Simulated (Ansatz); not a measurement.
Crystal: CuO (Tenorite).

```
Cu O
1.0
     2.34185   -1.71130    0.00000
     2.34185    1.71130    0.00000
    -0.85003    0.00000    5.05787
Cu O
2 2
Cartesian
  0.7459 -0.8557 2.5289
  1.1709 0.8557 0.0000
  1.7043 0.2793 3.7934
  2.1293 -0.2793 1.2645
```

Below is the output of Ansatz 0.2.0 for this cell. Logs are shortened: lines on timing, memory, paths and dates and some standing lists are left out, and cuts for length are marked.

```text
Warning: RAYON_NUM_THREADS=2 ignored (pool sized by the plan → 2); use --threads N
Engine: ansatz 0.2.0, aarch64-unknown-linux-gnu
Pseudopotentials: kind: paw
Pseudopotential: Cu, paw, valence charge 19, recommended cutoff 500 eV (meta_gga), Cu.paw.azcp
Pseudopotential: O, paw, valence charge 6, recommended cutoff 500 eV (meta_gga), O.paw.azcp
Functional definition: r2SCAN
  parameter k0 = 0.174
  parameter k1 = 0.065
  parameter a1 = 4.9479
  exchange = r2scan_x(k0 = k0, k1 = k1, a1 = a1)
  correlation = r2scan_c
Crystal: 4 atoms, lattice volume = 40.540 Å³
Basis set: ecut = 500 eV, 1031 PW (Γ), exchange–correlation on 96×96×160 points (64 copies of the dense FFT grid, shifted against one another)
Bands: 30, of which v1, the nominal top of the filled ones, is band 25 counted from 1 (24 counted from 0)
Symmetry: 4 space group operations
Space group: C2/c (ITA 15), of the structure as read, at distance tolerance 3.4e-5 Å
k-points: 141 of 500
Non-local potential: Cu, projectors of the file, l = 0: 3, l = 1: 2, l = 2: 3, l = 3: 1
Non-local potential: O, projectors of the file, l = 0: 2, l = 1: 2, l = 2: 1
PAW form: soft (Blöchl's): semilocal exchange-correlation on the pseudo side does not see the compensation charge
PAW frozen core: Cu, regenerated for the run's functional (the file was generated under x = pbe(κ = 0.804, μ = 0.2195149727645171), c = pbe(β = 0.06672455060314922))
PAW frozen core: O, regenerated for the run's functional (the file was generated under x = pbe(κ = 0.804, μ = 0.2195149727645171), c = pbe(β = 0.06672455060314922))
PAW one-centre angular grid: Cu, 590 points (default); XC on 160 Gauss nodes
PAW one-centre angular grid: O, 302 points (default); XC on 160 Gauss nodes
Initial density: superposition of atomic densities (neutral atoms: chi_scale 0, normalization atom), corrected by the library's trained network
Initial wavefunctions: pseudopotential atomic-orbital guess
Functional: x = r2scan, c = r2scan; τ floored in thin density (d = 2e-4 eV/Å³)
SCF iter   1: F=—  HF=-14397.173643 eV  |F-HF|=—  |Δ(HF+E_count)|=         —  Δρ=2.45e-2  dr2=1.24e-1  dr2_τ=8.20e-2  ethr=1.77e-3  ⟨swp⟩=5.6  Hψ=14603  notcnv=0
[... 184 lines left out ...]
  E_aug_tail   = 0.002383  (compensation charges beyond the density's cutoff)
  E_vtau       = 30.496526  (kinetic-family band-sum trace: ∫τ·v_τ [+ j·A + Jᵃ·Aᵃ] dr)
  E_ewald      = -6551.253235
  E_core_change = -0.666098  (= ΣΔE_core)
  E_smearing   = -0.020887  (= −TS)
  E_closure    = 0.000000  (closes the sum)
  Σ components = -14397.291845   (vs F -14397.291845, Δ=0.00e0)
--- Forces (eV/Å), atoms counted from 1 ---
  atom   1  Cu     0.00000000    -0.00000000     0.00000000
  atom   2  Cu     0.00000000     0.00000000     0.00000000
  atom   3  O      0.00000000     0.00113852    -0.00000000
  atom   4  O     -0.00000000    -0.00113852     0.00000000
  max |Σ_I F_I| component: 5.05e-29 eV/Å
--- Stress (GPa, compression-positive) ---
       -0.008085      -0.000000       0.010848
       -0.000000       0.023225       0.000000
        0.010851       0.000000      -0.006360
  P = ⅓ Tr σ = 0.0029 GPa (0.029 kbar)
--- Band table (eV; the first three rows and the last of 141) ---
  k-point 0: bands = ["-105.4832", "-105.4829", "-61.4165", "-61.4165", "-61.3878", "-61.3812", "-61.1053", "-61.1053", "-10.0055", "-8.6740", "2.5761", "5.4170", "5.4228", "7.2172", "7.4473", "7.4484", "7.6564", "7.9048", "8.3817", "8.6018", "8.6054", "8.6079", "8.6931", "9.0320", "11.9621", "11.9697", "13.0098", "17.8256", "19.0992", "25.2596"]
  k-point 1: bands = ["-105.4832", "-105.4829", "-61.4165", "-61.4165", "-61.3871", "-61.3818", "-61.1053", "-61.1053", "-9.8978", "-8.8263", "2.9746", "5.4358", "5.4407", "6.9387", "7.2491", "7.2495", "7.4341", "7.6575", "8.5250", "8.6105", "8.6843", "8.9205", "8.9235", "8.9422", "11.7905", "11.7973", "13.5181", "16.8614", "20.4023", "25.3830"]
  k-point 2: bands = ["-105.4831", "-105.4830", "-61.4165", "-61.4165", "-61.3855", "-61.3835", "-61.1053", "-61.1053", "-9.5999", "-9.1941", "4.0512", "5.4698", "5.4718", "5.5214", "7.0172", "7.0173", "7.5167", "7.6276", "8.6128", "8.6332", "8.6614", "8.7530", "9.3977", "9.3997", "11.4564", "11.4598", "14.5540", "15.6776", "22.4727", "24.6509"]
  k-point 140: bands = ["-105.4817", "-105.4817", "-61.4300", "-61.4290", "-61.3819", "-61.3819", "-61.1160", "-61.1154", "-8.6698", "-8.5283", "4.6709", "4.6829", "5.3080", "5.3232", "5.3347", "5.4791", "7.9326", "8.1906", "8.6004", "8.6006", "9.0048", "9.0059", "9.6929", "9.6936", "10.4261", "11.2636", "14.8334", "16.1877", "22.5393", "22.5854"]
--- Relaxed structure (11 steps of the walk, 11 accepted, 2 SCFs on fresh bases) ---
  F+E_penalty+E_count = -14397.29184541 eV   max|allowed force component| = 1.139e-3 eV/Å   (the final SCF, on the basis selected at the relaxed cell)
  cell:  # Å, volume = 42.9273 Å³
    - [2.0434528941439716, -2.0438023433370125, 0.15903133846641015]
    - [2.0434528941439716, 2.0438023433370125, 0.15903133846641015]
    - [-0.3982455177610779, 1.1189411911270089e-17, 5.10826202601409]
  atoms:
    - { symbol: Cu, position: [0.5, 6.938893903907228e-18, 0.49999999999999994] }
    - { symbol: Cu, position: [-1.1058862159352145e-17, 0.5, 0.0] }
    - { symbol: O, position: [0.500012727461723, 0.49998727253827707, 0.75] }
    - { symbol: O, position: [0.499987272538277, 0.500012727461723, 0.25] }
```

Task: Write the input and the command behind it.

Result: Relaxation of cell and atoms with r2SCAN, no spin polarisation. The files as run (others can give the same):

input.yaml
```yaml
crystal:
  lattice:
    - [2.34185, -1.7113, 0.0]
    - [2.34185, 1.7113, 0.0]
    - [-0.8500274268, 0.0, 5.0578693947]
  atoms:
    - { symbol: Cu, position: [0.5, 0.0, 0.5] }
    - { symbol: Cu, position: [0.0, 0.5, 0.0] }
    - { symbol: O, position: [0.4184, 0.5816, 0.75] }
    - { symbol: O, position: [0.5816, 0.4184, 0.25] }
hamiltonian:
  xc: r2scan
  pseudopotentials: { kind: paw }
kpoints:
  mp_grid: { grid: [10, 10, 5] }
scf:
  occupations: { method: fermi_dirac, width: 0.05 }
output:
  forces: true
  stress: true
  eigenvalues: true
  write_density: true
  write_potential: true
  elf: true
  volumetric_format: npy
relax:
  f_tol: 0.01
  max_steps: 40
  cell: { stress_tol: 0.05 }
```

Potentials or basis: Ansatz PAW.
Launch:
```console
$ ansatz run input.yaml --threads 2 --pin off --max-ram 5632MiB --backend cpu --events-out ev --progress --plain --runs-dir out
```

Caveat: the plane-wave basis is chosen anew once the cell has moved, so the energies of steps on either side of that aren't comparable; the run has no spin polarisation, though such a crystal can be magnetic; semilocal functionals often make such compounds metallic where correlation or magnetic order opens a gap, which also shifts bond lengths; the PAW data sets come from PBE, with cores solved anew for the run's functional, which leaves a small shift of forces and pressure.
